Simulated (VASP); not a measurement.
Write the native input for VASP 6.6.1 that does the following.

```yaml
Task: relaxation of cell and atoms
Functional: PBE
Potentials_or_basis: VASP PAW PBE potentials, release 64 (In_d)
Cutoff: 600 eV
k_mesh: 18 × 18 × 18
Occupations: gaussian, width 0.1 eV
Spin: no spin polarisation
Further_INCAR_settings: ALGO = Fast; EDIFF = 1e-07; IBRION = 2; EDIFFG = -0.005; NSW = 90; ISIF = 3
```

The structure of In lies in POSCAR:

```
In
1.0
   -1.6947072700      1.6947072700      2.2973723900
    1.6947072700     -1.6947072700      2.2973723900
    1.6947072700      1.6947072700     -2.2973723900
In
1
Direct
    0.0000000000      0.0000000000      0.0000000000
```

The input as run:

INCAR

```
PREC = Accurate ; ENCUT = 600
EDIFF = 1E-7 ; ISMEAR = 0
SIGMA = 0.1 ; LREAL = False
LASPH = True ; NELM = 60
ALGO = Fast ; ISIF = 3
LWAVE = False ; LCHARG = False
GGA = PE ; IBRION = 2
NSW = 90 ; EDIFFG = -0.005
```

KPOINTS

```
Automatic mesh
0
Gamma
  18 18 18
```

Potentials or basis: VASP PAW PBE potentials, release 64 (In_d).

The run is started by

```bash
$ cat potpaw_PBE.64/In_d/POTCAR > POTCAR
$ mpirun -np 1 vasp_std > vasp.out
```

Results of the run:

The relaxed volume is 27.49 Å³/atom. The relaxed cell is a = 3.386 Å, b = 3.386 Å, c = 3.386 Å, α = 119.91°, β = 119.91°, γ = 90.15° and the space group after relaxing (to 0.05 Å) is Fm-3m (No. 225). The energy gained by relaxing is 6.6 meV/atom. The ionic steps are 16 and the pressure after relaxing is 0.0 GPa. The band gap on the k mesh is none (metal or under the smearing width).

Wall time 14 min on 1 thread of Intel(R) Xeon(R) Platinum 8488C (Sapphire Rapids), with other jobs on the host, peak memory 0.33 GiB.
